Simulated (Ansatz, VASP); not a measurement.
**Al2O3 in two plane-wave programs**

Wanted: the spread between two codes on one cell, functional and k mesh. The structure shown is frame 474 of Ansatz's trajectory.

Program: Ansatz 0.2.0. Level of theory: plane waves, with VASP 6.6.1 beside it; single point at PBE. Results are calculated unless marked as measured.

### 1. The structure

The cell holds 75 atoms: 30 Al and 45 O. Its edges and angles: a = 9.543 Å, b = 9.543 Å, c = 9.543 Å, α = 90.0°, β = 90.0°, γ = 90.0°. As first built, before any earlier steps moved the atoms (in the runner's words): 75 atoms (30 Al, 45 O) placed at random at 2.92 g/cm^3, melted at 3360 K for 5 ps at fixed volume with the Morse and Coulomb pair potential with partial charges (Pedone, Malavasi, Menziani, Cormack and Segre, J. Phys. Chem. B 110, 11780 (2006)). Snapshot at the end of a hold of 8 ps at 2400 K and fixed volume.

### 2. Ansatz: dynamics, PBE

Ansatz runs on its default PAW (the set named soft_2) files.

One frame of this run of dynamics is then solved in both programs, so the motion causes no difference.

Contents of input.yaml:

```yaml
crystal:
  lattice:
    - [9.5429, 0.0, 0.0]
    - [0.0, 9.5429, 0.0]
    - [0.0, 0.0, 9.5429]
  atoms:
    - { symbol: Al, position: [0.06707, 0.48062, 0.14079] }
    - { symbol: Al, position: [0.29906, 0.51765, 0.97342] }
    - { symbol: Al, position: [0.64515, 0.71269, 0.77144] }
    - { symbol: Al, position: [0.52016, 0.73902, 0.50548] }
    - { symbol: Al, position: [0.87942, 0.53665, 0.71257] }
    - { symbol: Al, position: [0.60704, 0.40492, 0.60197] }
    - { symbol: Al, position: [0.28513, 0.73389, 0.29593] }
    - { symbol: Al, position: [0.20646, 0.03673, 0.1446] }
    - { symbol: Al, position: [0.74267, 0.29572, 0.24759] }
    - { symbol: Al, position: [0.33227, 0.81862, 0.75454] }
    - { symbol: Al, position: [0.48218, 0.7867, 0.04856] }
    - { symbol: Al, position: [0.09387, 0.65091, 0.53554] }
    - { symbol: Al, position: [0.42546, 0.26015, 0.12121] }
    - { symbol: Al, position: [0.68258, 0.03369, 0.07173] }
    - { symbol: Al, position: [0.82625, 0.63343, 0.35702] }
    - { symbol: Al, position: [0.35087, 0.12245, 0.83015] }
    - { symbol: Al, position: [0.88518, 0.27183, 0.56539] }
    - { symbol: Al, position: [0.08235, 0.76632, 0.10774] }
    - { symbol: Al, position: [0.48886, 0.00356, 0.31936] }
    - { symbol: Al, position: [0.11988, 0.04362, 0.6772] }
    - { symbol: Al, position: [0.96122, 0.27559, 0.86963] }
    - { symbol: Al, position: [0.66, 0.03374, 0.64099] }
    - { symbol: Al, position: [0.93508, 0.91585, 0.85112] }
    - { symbol: Al, position: [0.91448, 0.07235, 0.30391] }
    - { symbol: Al, position: [0.76985, 0.60447, 0.03133] }
    - { symbol: Al, position: [0.54938, 0.53018, 0.28137] }
    - { symbol: Al, position: [0.60241, 0.28081, 0.88251] }
    - { symbol: Al, position: [0.85586, 0.84643, 0.54716] }
    - { symbol: Al, position: [0.13595, 0.33272, 0.35693] }
    - { symbol: Al, position: [0.18619, 0.38409, 0.67821] }
    - { symbol: O, position: [0.21627, 0.21485, 0.68702] }
    - { symbol: O, position: [0.51478, 0.04648, 0.79638] }
    - { symbol: O, position: [0.4307, 0.62567, 0.25168] }
    - { symbol: O, position: [0.2238, 0.46639, 0.83309] }
    - { symbol: O, position: [0.76377, 0.40526, 0.87891] }
    - { symbol: O, position: [0.70107, 0.52455, 0.1589] }
    - { symbol: O, position: [0.75293, 0.376, 0.4869] }
    - { symbol: O, position: [0.42392, 0.82923, 0.39776] }
    - { symbol: O, position: [0.07601, 0.03718, 0.23624] }
    - { symbol: O, position: [0.89649, 0.63935, 0.85932] }
    - { symbol: O, position: [0.9201, 0.68056, 0.15871] }
    - { symbol: O, position: [0.36662, 0.09316, 0.24355] }
    - { symbol: O, position: [0.29581, 0.15917, 0.98995] }
    - { symbol: O, position: [0.78029, 0.16795, 0.65856] }
    - { symbol: O, position: [0.69619, 0.57293, 0.69162] }
    - { symbol: O, position: [0.12115, 0.71714, 0.37123] }
    - { symbol: O, position: [0.67844, 0.70574, 0.42788] }
    - { symbol: O, position: [0.00113, 0.12485, 0.81195] }
    - { symbol: O, position: [0.25352, 0.95632, 0.74059] }
    - { symbol: O, position: [0.85342, 0.92664, 0.39523] }
    - { symbol: O, position: [0.65079, 0.72519, 0.96996] }
    - { symbol: O, position: [0.52869, 0.29712, 0.71322] }
    - { symbol: O, position: [0.99207, 0.90895, 0.66781] }
    - { symbol: O, position: [0.2602, 0.8527, 0.14918] }
    - { symbol: O, position: [0.57124, 0.33178, 0.2319] }
    - { symbol: O, position: [0.37321, 0.72187, 0.92465] }
    - { symbol: O, position: [0.15563, 0.46582, 0.50878] }
    - { symbol: O, position: [0.17844, 0.70135, 0.67702] }
    - { symbol: O, position: [0.22498, 0.36413, 0.20368] }
    - { symbol: O, position: [0.54656, 0.9042, 0.13043] }
    - { symbol: O, position: [0.49795, 0.47237, 0.46102] }
    - { symbol: O, position: [0.96733, 0.38718, 0.66226] }
    - { symbol: O, position: [0.44636, 0.43197, 0.98367] }
    - { symbol: O, position: [0.73643, 0.85659, 0.7112] }
    - { symbol: O, position: [0.50143, 0.76804, 0.67084] }
    - { symbol: O, position: [0.16626, 0.62106, 0.08583] }
    - { symbol: O, position: [0.57207, 0.18919, 0.03439] }
    - { symbol: O, position: [0.03208, 0.87575, 0.9822] }
    - { symbol: O, position: [0.93552, 0.39709, 0.28462] }
    - { symbol: O, position: [0.01117, 0.36576, 0.02773] }
    - { symbol: O, position: [0.90654, 0.65077, 0.56136] }
    - { symbol: O, position: [0.80446, 0.97687, 0.98847] }
    - { symbol: O, position: [0.01079, 0.18745, 0.47232] }
    - { symbol: O, position: [0.78624, 0.12631, 0.20306] }
    - { symbol: O, position: [0.55888, 0.05657, 0.50265] }
kpoints:
  mp_grid: { grid: [1, 1, 1] }
hamiltonian:
  xc: pbe
scf:
  occupations: { method: fermi_dirac, width: 0.207 }
output:
  forces: true
  stress: true
md:
  timestep: 2.0
  n_steps: 1400
  ensemble: nvt_nose_hoover
  temperature: 2400
  initial_velocities: maxwell_boltzmann
  seed: 6
```

Run with:

```bash
ansatz run input.yaml --threads 4 --pin off --max-ram 15360MiB --backend cpu --events-out ev --progress --plain --runs-dir out
```

Numbers of over 12 decimals in the logs are rounded to 6 here.

Output:

```text
Warning: md: disabling space-group detection — thermal motion breaks the input geometry's symmetry, so no spatial operation reduces the k-mesh or symmetrises the density; time reversal is kept, so that k and −k are solved as one point where they differ and the mesh holds both, and exact exchange and, on two spinor components, a DFT+U term hold to it where the run has them: on two components no moment then forms, and  [...]
Warning: output.stress: scf.convergence.dr2_threshold = 7.5e-8 eV (the default of an md: trajectory) is looser than the 7.5e-9 eV advised for a printed stress (1e-10 eV for each atom of the cell: 75). What an SCF threshold leaves in a stress goes as its square root, and in the free energy as the threshold itself, and one threshold admits the most on a small cell: [figures from the program's tests cut] Set scf.converg [...]
band count auto-derived: 266 (N_el = 360.0; filled up to band 180; 255 by the electrons, moments and atoms)
Engine: ansatz 0.2.0, aarch64-unknown-linux-gnu
Pseudopotentials: kind: paw
Pseudopotential: Al, paw, valence charge 3, recommended cutoff 420 eV (normal), Al.paw.azcp
Pseudopotential: O, paw, valence charge 6, recommended cutoff 420 eV (normal), O.paw.azcp
Functional definition: PBE
  parameter kappa = 0.804
  parameter beta = 0.066725
  exchange = pbe_x(kappa = kappa, mu = beta*pi^2/3)
  correlation = pbe_c(beta = beta)
Crystal: 75 atoms, lattice volume = 869.043 Å³
Basis set: ecut = 420 eV, 17071 PW (Γ), exchange–correlation on 128×128×128 points (8 copies of the dense FFT grid, shifted against one another)
Bands: 266, of which v1, the nominal top of the filled ones, is band 180 counted from 1 (179 counted from 0)
Symmetry: 1 space group operations
k-points: 1
Non-local potential: Al, projectors of the file, l = 0: 2, l = 1: 2, l = 2: 1
Non-local potential: O, projectors of the file, l = 0: 2, l = 1: 2, l = 2: 1
PAW form: soft (Blöchl's): semilocal exchange-correlation on the pseudo side does not see the compensation charge
PAW one-centre angular grid: Al, 110 points (default); XC on 64 Gauss nodes
PAW one-centre angular grid: O, 110 points (default); XC on 64 Gauss nodes
Initial density: superposition of atomic densities (neutral atoms: chi_scale 0, normalization atom), corrected by the library's trained network
Initial wavefunctions: pseudopotential atomic-orbital guess
Functional: x = pbe(κ = 0.804, μ = 0.219515), c = pbe(β = 0.066725)
SCF iter   1: F=—  HF=-41723.190207 eV  |F-HF|=—  |Δ(HF+E_count)|=         —  Δρ=3.67e-3  dr2=2.07e-1  ethr=1.77e-3  ⟨swp⟩=5.0  Hψ=1132  notcnv=0  defer=41
preconditioner: auto → Resta (q_TF=auto, 2.356 Å⁻¹)  ε∞=3.5  [insulator: Δε(μ)=1.721 eV  Ē_g=14.999 eV  σ=0.207 eV  W_gap=0.96  n_scr=178 (ndim 8)  ℏωp=23.9 eV  f_vac=0.036  D(μ)=0.55/eV (n_scr^D=0)  ε∞_Penn≈3.5]
SCF iter   2: F=—  HF=-41723.161660 eV  |F-HF|=—  |Δ(HF+E_count)|=   2.85e-2  Δρ=2.12e-3  dr2=4.19e-2  ethr=5.76e-5  ⟨swp⟩=3.0  Hψ=452  notcnv=0  defer=41
SCF iter   3: F=—  HF=-41723.159682 eV  |F-HF|=—  |Δ(HF+E_count)|=   1.98e-3  Δρ=9.48e-4  dr2=1.34e-2  ethr=1.16e-5  ⟨swp⟩=2.0  Hψ=352  notcnv=0  defer=41
SCF iter   4: F=—  HF=-41723.159131 eV  |F-HF|=—  |Δ(HF+E_count)|=   5.51e-4  Δρ=3.79e-4  dr2=1.29e-3  ethr=3.72e-6  ⟨swp⟩=2.0  Hψ=352  notcnv=0  defer=41
SCF iter   5: F=—  HF=-41723.159127 eV  |F-HF|=—  |Δ(HF+E_count)|=   4.71e-6  Δρ=1.90e-4  dr2=2.92e-4  ethr=3.58e-7  ⟨swp⟩=2.0  Hψ=359  notcnv=0  defer=41
SCF iter   6: F=—  HF=-41723.159196 eV  |F-HF|=—  |Δ(HF+E_count)|=   6.92e-5  Δρ=5.87e-5  dr2=3.00e-5  ethr=8.12e-8  ⟨swp⟩=2.0  Hψ=354  notcnv=0  defer=41
SCF iter   7: F=—  HF=-41723.160954 eV  |F-HF|=—  |Δ(HF+E_count)|=   1.76e-3  Δρ=2.75e-5  dr2=6.97e-6  ethr=8.34e-9  ⟨swp⟩=2.0  Hψ=446  notcnv=0  defer=41
SCF iter   8: F=—  HF=-41723.160958 eV  |F-HF|=—  |Δ(HF+E_count)|=   3.83e-6  Δρ=1.01e-5  dr2=1.08e-6  ethr=1.94e-9  ⟨swp⟩=2.0  Hψ=356  notcnv=0  defer=41
[...]
md step  1360: t =  2720.00 fs  T =  2646.5 K  F+E_penalty+E_count = -41726.22214557 eV  E_kin = 25.314861 eV  conserved = -41700.23508048 eV  P_inst = 3.4913 GPa  (10 SCF iters)
md step  1364: t =  2728.00 fs  T =  2627.9 K  F+E_penalty+E_count = -41726.25324919 eV  E_kin = 25.136761 eV  conserved = -41700.24009113 eV  P_inst = 3.3390 GPa  (7 SCF iters)
md step  1368: t =  2736.00 fs  T =  2608.6 K  F+E_penalty+E_count = -41726.30303158 eV  E_kin = 24.951812 eV  conserved = -41700.24181713 eV  P_inst = 2.3178 GPa  (7 SCF iters)
md step  1372: t =  2744.00 fs  T =  2699.7 K  F+E_penalty+E_count = -41727.45802063 eV  E_kin = 25.823377 eV  conserved = -41700.25727383 eV  P_inst = 1.1321 GPa  (7 SCF iters)
md step  1376: t =  2752.00 fs  T =  2427.6 K  F+E_penalty+E_count = -41725.12884659 eV  E_kin = 23.220875 eV  conserved = -41700.22739261 eV  P_inst = 2.3808 GPa  (7 SCF iters)
md step  1380: t =  2760.00 fs  T =  2261.2 K  F+E_penalty+E_count = -41723.79601261 eV  E_kin = 21.629302 eV  conserved = -41700.21336635 eV  P_inst = 3.2081 GPa  (11 SCF iters)
md step  1384: t =  2768.00 fs  T =  2521.6 K  F+E_penalty+E_count = -41726.61578156 eV  E_kin = 24.119980 eV  conserved = -41700.26314549 eV  P_inst = 2.5681 GPa  (6 SCF iters)
md step  1388: t =  2776.00 fs  T =  2508.2 K  F+E_penalty+E_count = -41726.76214682 eV  E_kin = 23.991683 eV  conserved = -41700.23584131 eV  P_inst = 3.5534 GPa  (7 SCF iters)
md step  1392: t =  2784.00 fs  T =  2613.2 K  F+E_penalty+E_count = -41728.12702127 eV  E_kin = 24.995967 eV  conserved = -41700.26837624 eV  P_inst = 3.7993 GPa  (7 SCF iters)
md step  1396: t =  2792.00 fs  T =  2341.1 K  F+E_penalty+E_count = -41725.81467764 eV  E_kin = 22.392875 eV  conserved = -41700.22003158 eV  P_inst = 4.6119 GPa  (8 SCF iters)
[...]
md step  1400: t =  2800.00 fs  T =  2246.0 K  F+E_penalty+E_count = -41725.26210838 eV  E_kin = 21.483170 eV  conserved = -41700.26623846 eV  P_inst = 3.4730 GPa  (10 SCF iters)
SCF converged after 10 iterations
Free energy (F): -41725.262108 eV
Harris-Foulkes:  -41725.262108 eV  (|F-HF|=5.47e-8)
Internal energy: -41725.031769 eV  (E = F + TS)
E sigma→0 (E₀):  -41725.146939 eV
Entropy (-TS):   -0.230340 eV (-3.071 meV/atom)
Fermi energy:    6.281097 eV
--- Per-component energies (eV) ---
  E_band       = -653.453850
  E_kinetic    = 8727.662785
  E_local      = -19970.060457  (includes V_loc(G=0)·N_el)
  E_nonlocal   = 2447.351075
  E_hartree    = 7516.546536
  E_xc         = -4549.092706
  E_vxc        = -5153.771240  (∫ρ·V_xc dr)
  E_paw        = -21152.902042  (= ΣΔE_a)
  E_vpaw       = -1737.841637  (= ΣTr[D̂ρ^β])
  E_aug_tail   = 0.112096  (compensation charges beyond the density's cutoff)
  E_ewald      = -14744.649056
  E_smearing   = -0.230340  (= −TS)
  E_closure    = 0.000000  (closes the sum)
  Σ components = -41725.262108   (vs F -41725.262108, Δ=0.00e0)
--- Forces (eV/Å), atoms counted from 1 ---
  atom   1  Al     1.69198158    -1.22578435    -0.89250144
  atom   2  Al     0.39474768    -0.09575573     1.53355103
  atom   3  Al     0.65807830    -1.56221625    -1.22391183
  atom   4  Al     0.26969402     3.56665951    -0.13133907
  atom   5  Al    -2.02987187    -2.30808251     0.76761573
  atom   6  Al    -1.32640995     0.96380921    -1.92650161
  atom   7  Al    -0.83845417    -0.06746751    -4.30441380
  atom   8  Al     0.47539528    -2.16661999     1.75366622
  atom   9  Al    -4.24774148    -0.61606289     0.96838467
  atom  10  Al    -1.62211134    -1.74736384     1.72411960
  atom  11  Al    -0.07314578     0.34543435     4.13098838
  atom  12  Al    -1.00789151    -0.07178887    -1.85897671
  atom  13  Al     0.17390719    -0.64224288     2.35287861
  atom  14  Al     2.15011074     1.93976915    -1.56306288
  atom  15  Al     1.34310716     2.55104913     1.43273171
  atom  16  Al     1.66968968     3.56507673     2.55220892
  atom  17  Al    -0.06035099     1.69065649     2.00549321
  atom  18  Al     3.12423807     3.78621958    -1.17589493
  atom  19  Al    -1.77221561    -0.65760845    -5.54605406
  atom  20  Al    -0.47394841     0.49607071     0.10000520
  atom  21  Al    -1.85310307     8.63627930    -0.45851296
  atom  22  Al    -0.78618387    -4.29340347     1.73842692
  atom  23  Al    -0.88970038    -2.30397990     0.99067754
  atom  24  Al    -0.67809660     0.85540158    -2.12465740
[...]
atom  68  O     -1.56350444    -0.74248508    -2.88848310
  atom  69  O     -2.89902521    -3.38230832     1.47147911
  atom  70  O      4.65342584     0.61469215    -2.88116567
  atom  71  O      0.71583818    -1.35724292     2.38277318
  atom  72  O      1.91060751     2.87547120    -0.24498538
  atom  73  O      0.95111822     1.52061933    -0.48400826
  atom  74  O      2.45609160     1.56604976    -1.12720162
  atom  75  O      1.52890419     1.87573245     4.80761484
  max |Σ_I F_I| component: 8.04e-5 eV/Å
--- Stress (GPa, compression-positive) ---
        1.224764       1.657322       3.096255
        1.657329       2.843338      -0.877441
        3.096260      -0.877434      -1.677400
  P = ⅓ Tr σ = 0.7969 GPa (7.969 kbar)
--- MD trajectory: 1400 steps, t = 0.0 → 2800.0 fs ---
  final state: T = 2246.0 K   F+E_penalty+E_count = -41725.26210838 eV   E_kin = 21.483170 eV
  conserved energy: peak-to-peak 1.741e-1 eV (2.321e-3 eV/atom) over 2800.0 fs
```

In the SCF lines HF is the Harris–Foulkes energy and dr2 the Hartree energy of the density residual, in eV; the loop may stop once dr2 is under the threshold and the program's other checks hold. Hψ counts applications of the Hamiltonian.

[end of part 1 of 2]

[Lines on the potential files, build, host, timing and source positions are cut from VASP's logs without a mark.]

[Logs are printed without paths, hosts, clocks, repeated set-up lines and the standing remarks that a program may print on its own settings, such as how far it seeks lower states.]

[Hosts, paths, dates, database ids (printed as entryN), source tags and the programs' standing remarks are cut or masked in the printed files.]
